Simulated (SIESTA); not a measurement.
**Te under changes of volume**

One of the cells (34.604 Å³/atom); the others are scaled copies at fixed shape and fractional positions:

```xyz
3
Lattice="4.4835 0.0000 0.0000 -2.2417 3.8828 0.0000 0.0000 0.0000 5.9632" Properties=species:S:1:pos:R:3 pbc="T T T"
Te    1.6387    2.8383    0.0000
Te   -0.6030    1.0445    3.9755
Te    1.2061    0.0000    1.9877
```

| Property | Result |
| --- | --- |
| Program | SIESTA 5.4.2 |
| Functional | PBEsol |
| Potentials or basis | PseudoDojo 0.4 standard (PBEsol files) |
| Basis | DZP (energy shift 0.003 Ry; two zetas on semicore shells) |
| Grid cutoff | 500 Ry |
| Energy shift | 0.003 Ry |
| k mesh | 7 × 7 × 5 |
| Occupations | fermi-dirac, width 0.05 eV |
| Spin | no spin polarisation |

| volume (Å³/atom) | energy over the lowest point (meV/atom) | pressure (GPa) | gap on the mesh (eV) | largest force (eV/Å) |
| --- | --- | --- | --- | --- |
| 31.890 | ? | ? | ? | ? |
| 32.568 | 11.25 | 2.5 | 0.55 | 0.836 |
| 33.247 | 2.99 | 1.4 | 0.56 | 0.704 |
| 34.604 | 0.00 | -0.6 | 0.57 | 0.462 |
| 35.282 | 4.48 | -1.4 | 0.57 | 0.346 |
| 35.961 | 12.13 | -2.2 | 0.57 | 0.255 |

Problem. What does the run at 31.890 Å³/atom give?

Solution. Energy over the lowest point 24.85 meV/atom; pressure 3.9 GPa; gap on the mesh 0.54 eV; largest force 0.980 eV/Å.

Worked out: A Birch-Murnaghan fit of order 3 (a polynomial in V^(-2/3)) to the other rows has its minimum at 34.15 Å³/atom with B0 = V·E''(V) = 48 GPa and B' = 4.9 at fixed shape and positions, which overstates the stiffness. It gives 24.84 meV/atom at 31.890 Å³/atom, against the run's 24.85, and -dE/dV = 3.9 GPa, against 3.9. A straight line through the other rows of the gap, of slope 0.2 eV per unit of ln V, extrapolates to 0.55 eV, against the run's 0.54.

Energies are extrapolated to zero smearing.

Caveats: spin-orbit coupling is left out, which moves the levels of the heavy elements; an odd mesh through Γ misses points on the zone boundary, where band edges often lie; the basis of atomic orbitals isn't converged, which shifts pressures, moduli and gaps.
